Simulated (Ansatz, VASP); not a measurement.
# Tl in VASP and in Ansatz

```
CELL_PARAMETERS angstrom
2.86791 1.65579 1.06115
-2.86791 1.65579 1.06115
0.00000 -3.31157 1.06115
ATOMIC_POSITIONS crystal
Tl 0.50000 0.50000 0.50000
```

Alike in both runs: task relaxation of cell and atoms; functional r2SCAN; k mesh 6 × 6 × 6; occupations gaussian, width 0.1 eV; no spin polarisation.

|  | VASP | Ansatz |
| --- | --- | --- |
| version | VASP 6.6.1 | Ansatz 0.2.0 |
| potentials or method | VASP PAW PBE potentials, release 64 (Tl_d) | scalar-relativistic, plane waves, PAW |
| plane-wave cutoff (eV) | 600 | 500 |
| valence electrons in the cell | 13 | 13 |

```tsv
	VASP	Ansatz	Ansatz less VASP
gap on the k mesh at the Fermi level, each at its own relaxed structure (eV)	none	none	-
relaxed volume (Å³/atom)	30.19	29.84	-0.348
relaxed cell length with the largest relative difference (Å)	3.414	3.398	-0.0167
energy change over the relaxation (meV/atom)	-23	-22	+0.3
```

A gap of «none» marks a metal or a gap that the smearing closes.

Caveats: the k mesh is coarse (spacing up to 0.39 Å⁻¹), so the values aren't converged; the PAW data sets were made with another functional, which shifts forces and pressure a little (VASP). The runs have no spin-orbit coupling, so splittings on Tl are missing.
